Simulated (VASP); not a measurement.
# MgS (P6_3mc) in VASP: further runs, part 2 of 3

VASP 6.6.1.

## (3) Single point, HSE(alpha, omega)

Contents of POSCAR:

```
MgS
1.0
    4.0346224068      0.0000000000      0.0000000000
   -2.0173112034      3.4940854990      0.0000000000
    0.0000000000      0.0000000000      6.4322941800
S Mg
2 2
Direct
    0.6666666667      0.3333333333      0.8792441500
    0.3333333333      0.6666666667      0.3792441500
    0.3333333333      0.6666666667      0.9957548500
    0.6666666667      0.3333333333      0.4957548500
```

Contents of INCAR.step1:

```
ALGO = Normal
EDIFF = 1E-5
ENCUT = 520
GGA = PE
ISIF = 2
ISMEAR = -1
LASPH = True
LCHARG = False
LREAL = False
LWAVE = True
NELM = 80
PREC = Accurate
SIGMA = 0.05
```

Contents of INCAR.step2:

```
AEXX = 0.25
ALGO = Normal
EDIFF = 1E-7
ENCUT = 520
GGA = PE
HFSCREEN = 0.3
ISIF = 2
ISMEAR = -1
ISTART = 1
LASPH = True
LCHARG = False
LHFCALC = True
LREAL = False
LWAVE = False
NELM = 80
PREC = Accurate
PRECFOCK = Fast
SIGMA = 0.05
```

Contents of KPOINTS:

```
k-points
0
Gamma
  4 4 2
```

Potentials or basis: VASP PAW PBE potentials, release 64 (S, Mg).

Run with:

```bash
> cat potpaw_PBE.64/S/POTCAR potpaw_PBE.64/Mg/POTCAR > POTCAR
> cp INCAR.step1 INCAR
> mpirun -np 1 vasp_std > vasp.out
> cp INCAR.step2 INCAR
> mpirun -np 1 vasp_std > vasp.out
```

OUTCAR:

```text
AEXX = 0.25
   EDIFF = 1E-7
   ENCUT = 520
   GGA = PE
   HFSCREEN = 0.3
   ISIF = 2
   ISMEAR = -1
   ISTART = 1
   LASPH = True
   LHFCALC = True
   LREAL = False
   NELM = 80
   PREC = Accurate
   PRECFOCK = Fast

 ion  position               nearest neighbor table
   1  0.667  0.333  0.879-   3 2.45   3 2.45   3 2.45   4 2.47
   2  0.333  0.667  0.379-   4 2.45   4 2.45   4 2.45   3 2.47
   3  0.333  0.667  0.996-   1 2.45   1 2.45   1 2.45   2 2.47
   4  0.667  0.333  0.496-   2 2.45   2 2.45   2 2.45   1 2.47

  LATTYP: Found a hexagonal cell.
 ALAT       =     4.0346224068
 C/A-ratio  =     1.5942741430

  Lattice vectors:

 A1 = (   4.0346224068,   0.0000000000,   0.0000000000)
 A2 = (  -2.0173112034,   3.4940854990,   0.0000000000)
 A3 = (   0.0000000000,   0.0000000000,   6.4322941800)

Analysis of symmetry for initial positions (statically):
=====================================================================
 Subroutine PRICEL returns:
 Original cell was already a primitive cell.

 Routine SETGRP: Setting up the symmetry group for a
 hexagonal supercell.

 Subroutine GETGRP returns: Found 12 space group operations
 (whereof  6 operations were pure point group operations)
 out of a pool of 24 trial point group operations.

The static configuration has the point symmetry C_3v.
 The point group associated with its full space group is C_6v.

Analysis of symmetry for dynamics (positions and initial velocities):
=====================================================================
 Subroutine PRICEL returns:
 Original cell was already a primitive cell.

 Routine SETGRP: Setting up the symmetry group for a
 hexagonal supercell.

 Subroutine GETGRP returns: Found 12 space group operations
 (whereof  6 operations were pure point group operations)
 out of a pool of 24 trial point group operations.

The dynamic configuration has the point symmetry C_3v.
 The point group associated with its full space group is C_6v.

 Subroutine INISYM returns: Found 12 space group operations
 (whereof  6 operations are pure point group operations),
 and found     1 'primitive' translations

----------------------------------------------------------------------------------------

                                     Primitive cell

  volume of cell :      90.6781

  direct lattice vectors                    reciprocal lattice vectors
     4.034622407  0.000000000  0.000000000     0.247854669  0.143098960  0.000000000
    -2.017311203  3.494085499  0.000000000     0.000000000  0.286197919  0.000000000
     0.000000000  0.000000000  6.432294180     0.000000000  0.000000000  0.155465526

  length of vectors
     4.034622407  4.034622407  6.432294180     0.286197919  0.286197919  0.155465526

  position of ions in fractional coordinates (direct lattice)
     0.666666667  0.333333333  0.879244150
     0.333333333  0.666666667  0.379244150
     0.333333333  0.666666667  0.995754850
     0.666666667  0.333333333  0.495754850

  ion indices of the primitive-cell ions
   primitive index   ion index
                 1           1
                 2           2
                 3           3
                 4           4

[... 47 lines left out ...]
   ICHARG =      0    charge: 1-file 2-atom 10-const
   ISPIN  =      1    spin polarized calculation?
   LNONCOLLINEAR =      F non collinear calculations
   LSORBIT =      F    spin-orbit coupling
   LASPH  =      T    aspherical Exc in radial PAW
   ENCUT  =  520.0 eV  38.22 Ry    6.18 a.u.   7.50  7.50 11.96*2*pi/ulx,y,z
   NELM   =     80;   NELMIN=  2; NELMDL=  0     # of ELM steps
   EDIFF  = 0.1E-06   stopping-criterion for ELM
   LREAL  =      F    real-space projection
   EDIFFG = 0.1E-05   stopping-criterion for IOM
   NSW    =      0    number of steps for IOM
   IBRION =     -1    ionic relax: 0-MD 1-quasi-New 2-CG
   NFREE  =      0    steps in history (QN), initial steepest desc. (CG)
   ISIF   =      2    stress and relaxation
   ISYM   =      3    0-nonsym 1-usesym 2-fastsym
   POTIM  = 0.5000    time-step for ionic-motion
   TEBEG  =    0.0;   TEEND  =   0.0 temperature during run
   PSTRESS=    0.0 pullay stress
   NELECT =      16.0000    total number of electrons
   NUPDOWN=      -1.0000    fix difference up-down
   EMIN   =  10.00;   EMAX   =-10.00  energy-range for DOS
   EFERMI =   0.00;   METHOD = LEGACY
   ISMEAR =    -1;   SIGMA  =   0.05  broadening in eV -4-tet -1-fermi 0-gaus
   EFERMI_NEDOS =   21; number of points for ismear=-14 and -15
   IALGO  =     38    algorithm
   IMIX   =      1    mixing-type and parameters
     AMIX     =   0.40;   BMIX     =  1.00
     AMIX_MAG =   1.60;   BMIX_MAG =  1.00
  volume/ion in A,a.u.               =      22.67       152.98
  Fermi-wavevector in a.u.,A,eV,Ry     =   0.918221  1.735187 11.471486  0.843130
  Thomas-Fermi vector in A             =   2.043279
   LORBIT       =      0    0 simple, 1 ext, 2 COOP (PROOUT), +10 PAW based schemes
   GGA     = PE    functional components
   LHFCALC =     T    Hartree Fock is set to
   PRECFOCK=fast      Normal, Fast or Accurate (Low or Medium for compatibility)
   ENCUT4O =  -1.0   cutoff for four orbital integrals eV
   NKREDX  =     1    reduce k-point grid by
   NKREDY  =     1    reduce k-point grid by
   NKREDZ  =     1    reduce k-point grid by
   AEXX    =    0.2500 exact exchange contribution
   HFSCREEN=    0.3000 screening length (either q_TF or 0.3 A-1)
   HFSCREENC=   0.3000 screening length for correlation (either q_TF or 0.3 A-1)
   ENCUTFOCK=  -1.0 apply spherical cutoff to Coloumb kernel
   IVDW    =     0    specifies the selected vdW correction
   LEPSILON=     F    determine dielectric tensor
   LRPA    =     F    only Hartree local field effects (RPA)
 non-spin polarized calculation
  energy-cutoff  :      520.00
  volume of cell :       90.68
 maximum number of plane-waves:      2462
 NGX is ok and might be reduce to    30
  NGX = 18; NGY = 18; NGZ = 28

 number of electron      16.0000004 magnetization

 Free energy of the ion-electron system (eV)
  ---------------------------------------------------
  ext. energy  EPLUGINS =         0.00000000
  ---------------------------------------------------
  free energy    TOTEN  =       -19.28860181 eV

  energy without entropy =      -19.28860181  energy(sigma->0) =      -19.28860181

 E-fermi :   1.6587     XC(G=0):  -7.1484

 val. band max:        0.6094652365   @ k =   0.0000   0.0000   0.0000
 cond. band min:       4.8871677032   @ k =   0.0000   0.0000   0.0000
 fundamental gap:      4.2777024667
 Fermi energy:         1.6586816413

 k-point     1 :       0.0000    0.0000    0.0000
  band No.  band energies     occupation
      1     -11.8985      2.00000
      2     -11.1004      2.00000
      3      -2.8329      2.00000
      4      -0.0204      2.00000
      5      -0.0204      2.00000
      6       0.4368      2.00000
      7       0.4368      2.00000
      8       0.6095      2.00000
      9       4.8872      0.00000
     10       6.1473      0.00000
     11       9.0314      0.00000
     12       9.0314      0.00000
[... 91 lines left out ...]
 k-point     8 :       0.2500    0.2500    0.5000
  band No.  band energies     occupation
      1     -11.0377      2.00000
      2     -11.0377      2.00000
      3      -2.4050      2.00000
      4      -2.4050      2.00000
      5      -1.0915      2.00000
      6      -1.0915      2.00000
      7      -0.0434      2.00000
      8      -0.0434      2.00000
      9       6.9424      0.00000
     10       6.9424      0.00000
     11       8.3805      0.00000
     12       8.3805      0.00000

------------------------ aborting loop because EDIFF is reached ----------------------------------------

  FORCE on cell =-STRESS in cart. coord.  units (eV):
  Direction    XX          YY          ZZ          XY          YZ          ZX
  --------------------------------------------------------------------------------------
  -------------------------------------------------------------------------------------
  Total        0.0482095      0.0482095     -0.1312714      0.0000000      0.0000000     -0.0000000
  in kB        0.8518071      0.8518071     -2.3194151      0.0000000      0.0000000     -0.0000000
  external PRESSURE =      -0.2052669 kB  Pullay stress =       0.0000000 kB

 VOLUME and BASIS-vectors are now :
 -----------------------------------------------------------------------------
  energy-cutoff  :      520.00
  volume of cell :       90.68
      direct lattice vectors                 reciprocal lattice vectors
     4.034622407  0.000000000  0.000000000     0.247854669  0.143098960  0.000000000
    -2.017311203  3.494085499  0.000000000     0.000000000  0.286197919  0.000000000
     0.000000000  0.000000000  6.432294180     0.000000000  0.000000000  0.155465526

 POSITION                                       TOTAL-FORCE (eV/Angst)
 -----------------------------------------------------------------------------------
      2.01731      1.16470      5.65556         0.000000      0.000000     -0.051399
     -0.00000      2.32939      2.43941        -0.000000      0.000000     -0.051399
     -0.00000      2.32939      6.40499         0.000000      0.000000      0.051399
      2.01731      1.16470      3.18884        -0.000000      0.000000      0.051399
 -----------------------------------------------------------------------------------
    total drift:                                0.000000     -0.000000     -0.000163

  FREE ENERGIE OF THE ION-ELECTRON SYSTEM (eV)
  ---------------------------------------------------
  free  energy   TOTEN  =       -19.2886018089 eV

  energy  without entropy=      -19.2886018088  energy(sigma->0) =      -19.28860181
```

Run time: 2.1 min. Hardware: 1 thread of Intel Xeon Platinum 8488C (Sapphire Rapids), shared host; peak memory 0.29 GiB.

Results:

| Item | Value |
| --- | --- |
| Free energy | -19.2886 eV |
| Pressure | 0.0 GPa |
| Largest force | 0.051 eV/Å |
| Band gap on the k mesh | 4.28 eV, direct |

Forces on the atoms (eV/Å):
```
S    0.000  0.000 -0.051
S    0.000  0.000 -0.051
Mg   0.000  0.000  0.051
Mg   0.000  0.000  0.051
```

Stress tensor (GPa, compression positive):
```
 0.09  0.00  0.00
 0.00  0.09  0.00
 0.00  0.00 -0.23
```

Levels at points of the mesh, in eV from the valence-band top:
| k point | band 6 | band 7 | band 8 | band 9 | band 10 | band 11 |
| --- | --- | --- | --- | --- | --- | --- |
| (0.00, 0.00, 0.00) | -0.17 | -0.17 | 0.00 | 4.28 | 5.54 | 8.42 |
| (0.50, 0.00, 0.00) | -1.35 | -0.98 | -0.51 | 5.53 | 6.02 | 6.69 |
| (0.00, 0.00, 0.50) | -0.41 | -0.41 | -0.41 | 5.78 | 5.78 | 8.58 |
| (0.50, 0.00, 0.50) | -0.97 | -0.86 | -0.86 | 5.45 | 5.45 | 7.18 |

Caveat: the k mesh is coarse (spacing up to 0.49 Å⁻¹), so the values aren't converged, least of all with exact exchange; the PAW data sets were made with another functional, which shifts forces and pressure a little.

## (4) Single point, HSE(alpha, omega)

POSCAR is that of step 3.

INCAR.step1 is that of step 3.

INCAR.step2: that of step 3 with these lines changed.

```diff
@@ -5,3 +5,3 @@
 GGA = PE
-HFSCREEN = 0.3
+HFSCREEN = 0.4
 ISIF = 2
```

KPOINTS is that of step 3.

Run with:

```bash
> cat potpaw_PBE.64/S/POTCAR potpaw_PBE.64/Mg/POTCAR > POTCAR
> cp INCAR.step1 INCAR
> mpirun -np 1 vasp_std > vasp.out
> cp INCAR.step2 INCAR
> mpirun -np 1 vasp_std > vasp.out
```

Run time: 2.1 min. Hardware: 1 thread of Intel Xeon Platinum 8488C (Sapphire Rapids), shared host; peak memory 0.29 GiB.

Results (log left out):

```yaml
Free_energy: -18.8782 eV
Pressure: 0.1 GPa
Largest_force: 0.051 eV/Å
Band_gap_on_the_k_mesh: 4.10 eV, direct
```

Forces in eV/Å, atoms in the order of the input:
```
S    0.000  0.000 -0.051
S    0.000  0.000 -0.051
Mg   0.000  0.000  0.051
Mg   0.000  0.000  0.051
```

Stress tensor (GPa, compression positive):
```
 0.20  0.00  0.00
 0.00  0.20  0.00
 0.00  0.00 -0.12
```

Levels at points of the mesh, in eV from the valence-band top:
| k point | band 6 | band 7 | band 8 | band 9 | band 10 | band 11 |
| --- | --- | --- | --- | --- | --- | --- |
| (0.00, 0.00, 0.00) | -0.17 | -0.17 | 0.00 | 4.10 | 5.35 | 8.21 |
| (0.50, 0.00, 0.00) | -1.32 | -0.97 | -0.51 | 5.35 | 5.84 | 6.49 |
| (0.00, 0.00, 0.50) | -0.40 | -0.40 | -0.40 | 5.59 | 5.59 | 8.37 |
| (0.50, 0.00, 0.50) | -0.95 | -0.85 | -0.85 | 5.27 | 5.27 | 6.98 |

Caveat: the k mesh is coarse (spacing up to 0.49 Å⁻¹), so the values aren't converged, least of all with exact exchange; the PAW data sets were made with another functional, which shifts forces and pressure a little.

(Part 2 of 3 ends here.)
